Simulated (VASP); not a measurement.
# Pt (Fm-3m) in VASP: notebook

The runs below take Pt through single point, with PBE.

Everything below comes from runs of VASP 6.6.1. Logs are shortened: lines on timing, memory, paths and dates and some standing lists are left out, and cuts for length are marked.

**1. Starting point**

The structure is cubic, space group Fm-3m (No. 225). Conventional cell: a = 3.922 Å, b = 3.922 Å, c = 3.922 Å, α = 90.00°, β = 90.00°, γ = 90.00°. Pt (site symmetry m-3m) is surrounded by 12 Pt at 2.77 Å.

**2. Single point, PBE**

File INCAR:

```
SYSTEM = Pt
  PREC = Accurate
  ENCUT = 520
  EDIFF = 1E-7
  ISMEAR = 0
  SIGMA = 0.1
  LREAL = .False.
  LASPH = .True.
  NELM = 60
  ALGO = Normal
  ISIF = 2
  LWAVE = .False.
  LCHARG = .False.
  GGA = PE
```

File KPOINTS:

```
regular mesh
0
Gamma
  20 20 20
  0 0 0
```

File POSCAR:

```
Pt
1.0
    0.0000000000      1.9609000000      1.9609000000
    1.9609000000      0.0000000000      1.9609000000
    1.9609000000      1.9609000000      0.0000000000
Pt
1
Direct
    0.0000000000      0.0000000000      0.0000000000
```

Potentials or basis: VASP PAW PBE potentials, release 64 (Pt).

Launch:

```console
$ cat potpaw_PBE.64/Pt/POTCAR > POTCAR
$ mpirun -np 1 vasp_std > vasp.out
```

OUTCAR:

```text
SYSTEM = Pt
   PREC = Accurate
   ENCUT = 520
   EDIFF = 1E-7
   ISMEAR = 0
   LREAL = .False.
   LASPH = .True.
   NELM = 60
   ISIF = 2
   GGA = PE

 ion  position               nearest neighbor table
   1  0.000  0.000  0.000-

  LATTYP: Found a face centered cubic cell.
 ALAT       =     3.9218000000

  Lattice vectors:

 A1 = (   0.0000000000,   1.9609000000,   1.9609000000)
 A2 = (   1.9609000000,   0.0000000000,   1.9609000000)
 A3 = (   1.9609000000,   1.9609000000,   0.0000000000)

Analysis of symmetry for initial positions (statically):
=====================================================================
 Subroutine PRICEL returns:
 Original cell was already a primitive cell.

 Routine SETGRP: Setting up the symmetry group for a
 face centered cubic supercell.

 Subroutine GETGRP returns: Found 48 space group operations
 (whereof 48 operations were pure point group operations)
 out of a pool of 48 trial point group operations.

The static configuration has the point symmetry O_h .

Analysis of symmetry for dynamics (positions and initial velocities):
=====================================================================
 Subroutine PRICEL returns:
 Original cell was already a primitive cell.

 Routine SETGRP: Setting up the symmetry group for a
 face centered cubic supercell.

 Subroutine GETGRP returns: Found 48 space group operations
 (whereof 48 operations were pure point group operations)
 out of a pool of 48 trial point group operations.

The dynamic configuration has the point symmetry O_h .

 Subroutine INISYM returns: Found 48 space group operations
 (whereof 48 operations are pure point group operations),
 and found     1 'primitive' translations

----------------------------------------------------------------------------------------

                                     Primitive cell

  volume of cell :      15.0798

  direct lattice vectors                    reciprocal lattice vectors
     0.000000000  1.960900000  1.960900000    -0.254984956  0.254984956  0.254984956
     1.960900000  0.000000000  1.960900000     0.254984956 -0.254984956  0.254984956
     1.960900000  1.960900000  0.000000000     0.254984956  0.254984956 -0.254984956

  length of vectors
     2.773131374  2.773131374  2.773131374     0.441646899  0.441646899  0.441646899

  position of ions in fractional coordinates (direct lattice)
     0.000000000  0.000000000  0.000000000

  ion indices of the primitive-cell ions
   primitive index   ion index
                 1           1

----------------------------------------------------------------------------------------

 KPOINTS: regular mesh

Automatic generation of k-mesh.
 Grid dimensions read from file:
 generate k-points for:   20   20   20

 Generating k-lattice:

  Cartesian coordinates                     Fractional coordinates (reciprocal lattice)
    -0.012749248  0.012749248  0.012749248     0.050000000  0.000000000  0.000000000
     0.012749248 -0.012749248  0.012749248     0.000000000  0.050000000  0.000000000
     0.012749248  0.012749248 -0.012749248     0.000000000  0.000000000  0.050000000

  Length of vectors
     0.022082345  0.022082345  0.022082345

  Shift w.r.t. Gamma in fractional coordinates (k-lattice)
     0.000000000  0.000000000  0.000000000

 Subroutine IBZKPT returns following result:
 ===========================================

 Found    256 irreducible k-points:

 Following reciprocal coordinates:
            Coordinates               Weight
  0.000000  0.000000  0.000000      1.000000
  0.050000  0.000000  0.000000      8.000000
  0.100000  0.000000  0.000000      8.000000
  0.150000  0.000000  0.000000      8.000000
  0.200000  0.000000  0.000000      8.000000
  0.250000  0.000000  0.000000      8.000000
[... 16 lines left out ...]
 -0.400000  0.050000  0.000000     24.000000
 -0.350000  0.050000  0.000000     24.000000
 [... further k-points ...]
   k-points           NKPTS =    256   k-points in BZ     NKDIM =    256   number of bands    NBANDS=      9
   number of dos      NEDOS =    301   number of ions     NIONS =      1
   total plane-waves  NPLWV =  13824
   dimension x,y,z NGX =    24 NGY =   24 NGZ =   24
   dimension x,y,z NGXF=    48 NGYF=   48 NGZF=   48
   ions per type =               1
   NGX,Y,Z   is equivalent  to a cutoff of  14.39, 14.39, 14.39 a.u.
   NGXF,Y,Z  is equivalent  to a cutoff of  28.78, 28.78, 28.78 a.u.
 SYSTEM =  Pt
   PREC   = accura    normal or accurate (medium, high low for compatibility)
   ISTART =      0    job   : 0-new  1-cont  2-samecut
   ICHARG =      2    charge: 1-file 2-atom 10-const
   ISPIN  =      1    spin polarized calculation?
   LNONCOLLINEAR =      F non collinear calculations
   LSORBIT =      F    spin-orbit coupling
   LASPH  =      T    aspherical Exc in radial PAW
   ENCUT  =  520.0 eV  38.22 Ry    6.18 a.u.   5.16  5.16  5.16*2*pi/ulx,y,z
   NELM   =     60;   NELMIN=  2; NELMDL= -5     # of ELM steps
   EDIFF  = 0.1E-06   stopping-criterion for ELM
   LREAL  =      F    real-space projection
   EDIFFG = 0.1E-05   stopping-criterion for IOM
   NSW    =      0    number of steps for IOM
   IBRION =     -1    ionic relax: 0-MD 1-quasi-New 2-CG
   NFREE  =      0    steps in history (QN), initial steepest desc. (CG)
   ISIF   =      2    stress and relaxation
   ISYM   =      2    0-nonsym 1-usesym 2-fastsym
   POTIM  = 0.5000    time-step for ionic-motion
   TEBEG  =    0.0;   TEEND  =   0.0 temperature during run
   PSTRESS=    0.0 pullay stress
   NELECT =      10.0000    total number of electrons
   NUPDOWN=      -1.0000    fix difference up-down
   EMIN   =  10.00;   EMAX   =-10.00  energy-range for DOS
   EFERMI =   0.00;   METHOD = LEGACY
   ISMEAR =     0;   SIGMA  =   0.10  broadening in eV -4-tet -1-fermi 0-gaus
   EFERMI_NEDOS =   21; number of points for ismear=-14 and -15
   IALGO  =     38    algorithm
   IMIX   =      4    mixing-type and parameters
     AMIX     =   0.40;   BMIX     =  1.00
     AMIX_MAG =   1.60;   BMIX_MAG =  1.00
  volume/ion in A,a.u.               =      15.08       101.76
  Fermi-wavevector in a.u.,A,eV,Ry     =   1.427609  2.697791 27.729605  2.038068
  Thomas-Fermi vector in A             =   2.547760
   LORBIT       =      0    0 simple, 1 ext, 2 COOP (PROOUT), +10 PAW based schemes
   GGA     = PE    functional components
   LHFCALC =     F    Hartree Fock is set to
   AEXX    =    0.0000 exact exchange contribution
   IVDW    =     0    specifies the selected vdW correction
   LEPSILON=     F    determine dielectric tensor
   LRPA    =     F    only Hartree local field effects (RPA)
 non-spin polarized calculation
 Gauss-broadening in eV      SIGMA  =   0.10
  energy-cutoff  :      520.00
  volume of cell :       15.08
 maximum number of plane-waves:       419
 NGX is ok and might be reduce to    24
   NGX = 11   NGY = 11   NGZ = 11

 number of electron      10.0000000 magnetization

 Free energy of the ion-electron system (eV)
  ---------------------------------------------------
  ext. energy  EPLUGINS =         0.00000000
  ---------------------------------------------------
  free energy    TOTEN  =        -6.08820029 eV

  energy without entropy =       -6.07970971  energy(sigma->0) =       -6.08395500

 E-fermi :  11.2722     XC(G=0): -13.4907

 val. band max:       11.2628818027   @ k =  -0.4500   0.1000   0.0500
 cond. band min:      11.2735191317   @ k =   0.5000   0.5000   0.0000
 fundamental gap:      0.0106373290
 Fermi energy:        11.2721896346

 k-point     1 :       0.0000    0.0000    0.0000
  band No.  band energies     occupation
      1       1.0491      2.00000
      2       7.4796      2.00000
      3       7.4796      2.00000
      4       7.4796      2.00000
      5       9.6357      2.00000
      6       9.6357      2.00000
      7      25.9056      0.00000
      8      30.8732      0.00000
      9      30.8732      0.00000

 k-point     2 :       0.0500    0.0000    0.0000
  band No.  band energies     occupation
      1       1.1501      2.00000
      2       7.4337      2.00000
      3       7.5202      2.00000
      4       7.5202      2.00000
      5       9.6125      2.00000
      6       9.6125      2.00000
      7      26.0642      0.00000
      8      30.3190      0.00000
      9      31.0288      0.00000

 k-point     3 :       0.1000    0.0000    0.0000
  band No.  band energies     occupation
      1       1.4459      2.00000
      2       7.3123      2.00000
      3       7.6297      2.00000
      4       7.6297      2.00000
      5       9.5587      2.00000
      6       9.5587      2.00000
      7      26.5052      0.00000
      8      29.1076      0.00000
      9      31.4839      0.00000

 k-point     4 :       0.1500    0.0000    0.0000
  band No.  band energies     occupation
      1       1.9118      2.00000
      2       7.1619      2.00000
      3       7.7669      2.00000
      4       7.7669      2.00000
      5       9.5244      2.00000
      6       9.5244      2.00000
      7      27.1057      0.00000
      8      27.6964      0.00000
      9      32.2027      0.00000

 k-point     5 :       0.2000    0.0000    0.0000
  band No.  band energies     occupation
      1       2.4949      2.00000
      2       7.0613      2.00000
      3       7.8603      2.00000
      4       7.8603      2.00000
      5       9.5893      2.00000
      6       9.5893      2.00000
      7      26.1857      0.00000
      8      27.6221      0.00000
      9      33.1082      0.00000

 k-point     6 :       0.2500    0.0000    0.0000
  band No.  band energies     occupation
      1       3.0959      2.00000
      2       7.1292      2.00000
      3       7.8525      2.00000
      4       7.8525      2.00000
      5       9.8127      2.00000
      6       9.8127      2.00000
      7      24.5762      0.00000
      8      27.6462      0.00000
      9      33.9218      0.00000
[... 169 lines left out ...]
 k-point    21 :       0.5000    0.0500    0.0000
  band No.  band energies     occupation
      1       4.0225      2.00000
      2       7.3479      2.00000
      3       7.4862      2.00000
      4      10.0599      2.00000
      5      11.3146      0.54888
      6      12.0182      0.00000
      7      17.1565      0.00000
      8      25.6312      0.00000
      9      30.0750      0.00000

 k-point    22 :      -0.4500    0.0500    0.0000
  band No.  band energies     occupation
      1       4.0237      2.00000
      2       7.3666      2.00000
      3       7.4858      2.00000
      4       9.9892      2.00000
      5      11.1884      1.76402
      6      11.9782      0.00000
      7      17.3799      0.00000
      8      25.6677      0.00000
      9      29.9088      0.00000

 k-point    23 :      -0.4000    0.0500    0.0000
  band No.  band energies     occupation
      1       4.0191      2.00000
      2       7.4392      2.00000
      3       7.5393      2.00000
      4       9.3338      2.00000
      5      10.8934      2.00000
      6      11.5817      0.00001
      7      18.6513      0.00000
      8      25.9218      0.00000
      9      30.1846      0.00000

 k-point    24 :      -0.3500    0.0500    0.0000
  band No.  band energies     occupation
      1       3.9642      2.00000
      2       7.5520      2.00000
      3       7.6397      2.00000
      4       8.4110      2.00000
      5      10.4855      2.00000
      6      11.1405      1.93741
      7      20.3887      0.00000
      8      26.3855      0.00000
      9      30.8268      0.00000

 [... further k-points ...]

------------------------ aborting loop because EDIFF is reached ----------------------------------------

  FORCE on cell =-STRESS in cart. coord.  units (eV):
  Direction    XX          YY          ZZ          XY          YZ          ZX
  --------------------------------------------------------------------------------------
  -------------------------------------------------------------------------------------
  Total        0.8950792      0.8950792      0.8950792      0.0000000      0.0000000      0.0000000
  in kB       95.0989493     95.0989493     95.0989493      0.0000000      0.0000000      0.0000000
  external PRESSURE =      95.0989493 kB  Pullay stress =       0.0000000 kB

 VOLUME and BASIS-vectors are now :
 -----------------------------------------------------------------------------
  energy-cutoff  :      520.00
  volume of cell :       15.08
      direct lattice vectors                 reciprocal lattice vectors
     0.000000000  1.960900000  1.960900000    -0.254984956  0.254984956  0.254984956
     1.960900000  0.000000000  1.960900000     0.254984956 -0.254984956  0.254984956
     1.960900000  1.960900000  0.000000000     0.254984956  0.254984956 -0.254984956

 POSITION                                       TOTAL-FORCE (eV/Angst)
 -----------------------------------------------------------------------------------
      0.00000      0.00000      0.00000        -0.000000     -0.000000     -0.000000
 -----------------------------------------------------------------------------------
    total drift:                                0.000000      0.000000     -0.000000

  FREE ENERGIE OF THE ION-ELECTRON SYSTEM (eV)
  ---------------------------------------------------
  free  energy   TOTEN  =        -6.0882002935 eV

  energy  without entropy=       -6.0797097122  energy(sigma->0) =       -6.08395500
```

It took 36 s on 1 thread of Intel Xeon Platinum 8559C (Emerald Rapids), shared host; peak memory 0.16 GiB.

Results:

```yaml
Free_energy: -6.0882 eV
Pressure: 9.5 GPa
Band_gap_on_the_k_mesh: none (metal or under the smearing width)
```

The run has no spin-orbit coupling, so splittings on Pt are missing.

**3. Single point, PBE**

INCAR is that of step 2.

File KPOINTS:

```
regular mesh
0
Gamma
  24 24 24
  0 0 0
```

POSCAR is that of step 2.

Potentials or basis: VASP PAW PBE potentials, release 64 (Pt).

Launch:

```console
$ cat potpaw_PBE.64/Pt/POTCAR > POTCAR
$ mpirun -np 1 vasp_std > vasp.out
```

OUTCAR:

```text
SYSTEM = Pt
   PREC = Accurate
   ENCUT = 520
   EDIFF = 1E-7
   ISMEAR = 0
   LREAL = .False.
   LASPH = .True.
   NELM = 60
   ISIF = 2
   GGA = PE

 ion  position               nearest neighbor table
   1  0.000  0.000  0.000-

  LATTYP: Found a face centered cubic cell.
 ALAT       =     3.9218000000

  Lattice vectors:

 A1 = (   0.0000000000,   1.9609000000,   1.9609000000)
 A2 = (   1.9609000000,   0.0000000000,   1.9609000000)
 A3 = (   1.9609000000,   1.9609000000,   0.0000000000)

Analysis of symmetry for initial positions (statically):
=====================================================================
 Subroutine PRICEL returns:
 Original cell was already a primitive cell.

 Routine SETGRP: Setting up the symmetry group for a
 face centered cubic supercell.

 Subroutine GETGRP returns: Found 48 space group operations
 (whereof 48 operations were pure point group operations)
 out of a pool of 48 trial point group operations.

The static configuration has the point symmetry O_h .

Analysis of symmetry for dynamics (positions and initial velocities):
=====================================================================
 Subroutine PRICEL returns:
 Original cell was already a primitive cell.

 Routine SETGRP: Setting up the symmetry group for a
 face centered cubic supercell.

 Subroutine GETGRP returns: Found 48 space group operations
 (whereof 48 operations were pure point group operations)
 out of a pool of 48 trial point group operations.

The dynamic configuration has the point symmetry O_h .

 Subroutine INISYM returns: Found 48 space group operations
 (whereof 48 operations are pure point group operations),
 and found     1 'primitive' translations

----------------------------------------------------------------------------------------

                                     Primitive cell

  volume of cell :      15.0798
[... 110 lines left out ...]
  Thomas-Fermi vector in A             =   2.547760
   LORBIT       =      0    0 simple, 1 ext, 2 COOP (PROOUT), +10 PAW based schemes
   GGA     = PE    functional components
   LHFCALC =     F    Hartree Fock is set to
   AEXX    =    0.0000 exact exchange contribution
   IVDW    =     0    specifies the selected vdW correction
   LEPSILON=     F    determine dielectric tensor
   LRPA    =     F    only Hartree local field effects (RPA)
 non-spin polarized calculation
 Gauss-broadening in eV      SIGMA  =   0.10
  energy-cutoff  :      520.00
  volume of cell :       15.08
 maximum number of plane-waves:       419
 NGX is ok and might be reduce to    24
   NGX = 11   NGY = 11   NGZ = 11

 number of electron      10.0000000 magnetization

 Free energy of the ion-electron system (eV)
  ---------------------------------------------------
  ext. energy  EPLUGINS =         0.00000000
  ---------------------------------------------------
  free energy    TOTEN  =        -6.08715827 eV

  energy without entropy =       -6.07647026  energy(sigma->0) =       -6.08181426

 E-fermi :  11.2572     XC(G=0): -13.4912

 val. band max:       11.2568070124   @ k =  -0.4583   0.2083   0.0000
 cond. band min:      11.2593360880   @ k =   0.4167   0.3750   0.0000
 fundamental gap:      0.0025290756
 Fermi energy:        11.2572078329

 k-point     1 :       0.0000    0.0000    0.0000
  band No.  band energies     occupation
      1       1.0492      2.00000
      2       7.4772      2.00000
      3       7.4772      2.00000
      4       7.4772      2.00000
      5       9.6333      2.00000
      6       9.6333      2.00000
      7      25.9057      0.00000
      8      30.8738      0.00000
      9      30.8738      0.00000
[... 265 lines left out ...]
 k-point    24 :       0.4583    0.0417    0.0000
  band No.  band energies     occupation
      1       3.9969      2.00000
      2       7.3924      2.00000
      3       7.4995      2.00000
      4       9.8270      2.00000
      5      11.2650      0.91270
      6      11.5457      0.00005
      7      17.8491      0.00000
      8      25.7122      0.00000
      9      30.2581      0.00000

 [... further k-points ...]

------------------------ aborting loop because EDIFF is reached ----------------------------------------

  FORCE on cell =-STRESS in cart. coord.  units (eV):
  Direction    XX          YY          ZZ          XY          YZ          ZX
  --------------------------------------------------------------------------------------
  -------------------------------------------------------------------------------------
  Total        0.8961445      0.8961445      0.8961445      0.0000000      0.0000000     -0.0000000
  in kB       95.2121355     95.2121355     95.2121355      0.0000000      0.0000000     -0.0000000
  external PRESSURE =      95.2121355 kB  Pullay stress =       0.0000000 kB

 VOLUME and BASIS-vectors are now :
 -----------------------------------------------------------------------------
  energy-cutoff  :      520.00
  volume of cell :       15.08
      direct lattice vectors                 reciprocal lattice vectors
     0.000000000  1.960900000  1.960900000    -0.254984956  0.254984956  0.254984956
     1.960900000  0.000000000  1.960900000     0.254984956 -0.254984956  0.254984956
     1.960900000  1.960900000  0.000000000     0.254984956  0.254984956 -0.254984956

 POSITION                                       TOTAL-FORCE (eV/Angst)
 -----------------------------------------------------------------------------------
      0.00000      0.00000      0.00000         0.000000     -0.000000     -0.000000
 -----------------------------------------------------------------------------------
    total drift:                               -0.000000     -0.000000     -0.000000

  FREE ENERGIE OF THE ION-ELECTRON SYSTEM (eV)
  ---------------------------------------------------
  free  energy   TOTEN  =        -6.0871582656 eV

  energy  without entropy=       -6.0764702583  energy(sigma->0) =       -6.08181426
```

Run time: 48 s. Hardware: 1 thread of Intel Xeon Platinum 8559C (Emerald Rapids), shared host; peak memory 0.19 GiB.

What came out:

* Free energy: -6.0872 eV
* Pressure: 9.5 GPa
* Band gap on the k mesh: none (metal or under the smearing width)

Levels at points of the mesh, in eV from the Fermi level:
```csv
k point,band 3,band 4,band 5,band 6,band 7,band 8
"(0.00, 0.00, 0.00)",-3.78,-3.78,-1.62,-1.62,14.65,19.62
"(0.50, 0.00, 0.00)",-3.84,-0.46,0.05,0.05,5.85,14.22
"(0.50, 0.50, 0.00)",0.01,0.50,0.50,1.79,8.89,11.41
```
